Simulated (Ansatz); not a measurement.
## What a trial cell of BN relaxes into

Theory: DFT PBE, scalar-relativistic, plane waves, PAW in Ansatz 0.2.0. Cutoff 420 eV, Gaussian smearing, Γ-centred meshes. Cell and atoms relax first on a coarse mesh and then on a finer one. In between, the cell is made exact in the group found at 0.06 Å. In metals the finer mesh still leaves noise of several meV/atom or more. The steps can't lower the symmetry of their start. No spin polarisation in the relaxation; trial moments died out in a coarse test.

The cell of BN is invented: random cell by space group and Wyckoff sites (Cmmm, No. 65). Lengths were set from tabulated atomic sizes, so they are only a guess.

```cif
data_structure
_symmetry_space_group_name_H-M 'Cmmm'
_symmetry_Int_Tables_number 65
_cell_length_a 3.2699
_cell_length_b 3.4558
_cell_length_c 3.3649
_cell_angle_alpha 90.000
_cell_angle_beta 90.000
_cell_angle_gamma 90.000
_cell_volume 38.02
loop_
_atom_site_label
_atom_site_type_symbol
_atom_site_symmetry_multiplicity
_atom_site_Wyckoff_symbol
_atom_site_fract_x
_atom_site_fract_y
_atom_site_fract_z
_atom_site_occupancy
B1 B 2 a 0.00000 0.00000 0.00000 1
N1 N 2 c 0.50000 0.00000 0.50000 1
```

Energies over the elements count from the elements' standard structures at the same level (N₂ as a molecule), with no fitted energy shifts.

Task: What does it relax into?

Result: The symmetry stays Cmmm (No. 65). The volume per atom grows by 16.5 %, from 9.5 to 11.1 Å³. The shortest distance goes from 2.35 Å (B–N) to 1.61 Å (B–N). The energy falls by about 2.6 eV/atom (the start's value is from the coarse mesh). Conventional cell: a = 2.281 Å, b = 8.517 Å, c = 2.281 Å. B has 4 N at 1.61 Å; N has 4 B at 1.61 Å.

```cif
data_structure
_symmetry_space_group_name_H-M 'Cmmm'
_symmetry_Int_Tables_number 65
_cell_length_a 2.2810
_cell_length_b 8.5167
_cell_length_c 2.2808
_cell_angle_alpha 90.000
_cell_angle_beta 90.000
_cell_angle_gamma 90.000
_cell_volume 44.31
loop_
_atom_site_label
_atom_site_type_symbol
_atom_site_symmetry_multiplicity
_atom_site_Wyckoff_symbol
_atom_site_fract_x
_atom_site_fract_y
_atom_site_fract_z
_atom_site_occupancy
B1 B 2 a 0.00000 0.00000 0.00000 1
N1 N 2 c 0.50000 0.00000 0.50000 1
```

Task: How does it come out in energy, and is it a metal?

Result:

* Energy over the elements: +0.67 eV/atom
* Gap on the 24×24×24 mesh of the 2-atom cell: 0 eV (a metal)

The separate elements lie lower, so it is unstable against them.

The last run used Gaussian smearing of 0.10 eV. Weakly bound directions are ill-defined at this level, which has no dispersion term. A structure relaxed within its symmetry needn't be a true minimum. In all, the 4 runs took 16 min on 1 thread of Intel(R) Xeon(R) Platinum 8375C CPU @ 2.90GHz (Ice Lake), on a shared host. Another cell of BN relaxed alike, in P6_3/mmc (a cell as deposited in COD), lies 1.92 eV/atom lower, so this cell isn't the stable form at this level.
